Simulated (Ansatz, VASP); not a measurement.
Ru in VASP and in Ansatz

```
Ru
1.0
     2.71980    0.00000    0.00000
    -1.35990    2.35541    0.00000
     0.00000    0.00000    4.29666
Ru
2
Direct
  0.33333 0.66667 0.25000
  0.66667 0.33333 0.75000
```

Alike in both runs: functional PBE; k mesh 18 × 18 × 10; occupations gaussian, width 0.1 eV; no spin polarisation.

Ansatz relaxed the structure, and its values are those at the end. VASP's run is a single point on that final structure, the one shown.

|  | VASP | Ansatz |
| --- | --- | --- |
| version | VASP 6.6.1 | Ansatz 0.2.0 |
| potentials or method | VASP PAW PBE potentials, release 64 (Ru_pv) | scalar-relativistic, plane waves, PAW |
| plane-wave cutoff (eV) | 520 | 420 |
| valence electrons in the cell | 28 | 32 |

Ansatz gave:

```
gap on the k mesh at the Fermi level (eV) : none
pressure (GPa)                            : 0.0
```

**Question.** Which values does VASP return?

**Answer.** gap on the k mesh at the Fermi level (eV): none; pressure (GPa): -0.1.

A gap of «none» marks a metal or a gap that the smearing closes. The two sets of potentials don't hold the same shells in valence.
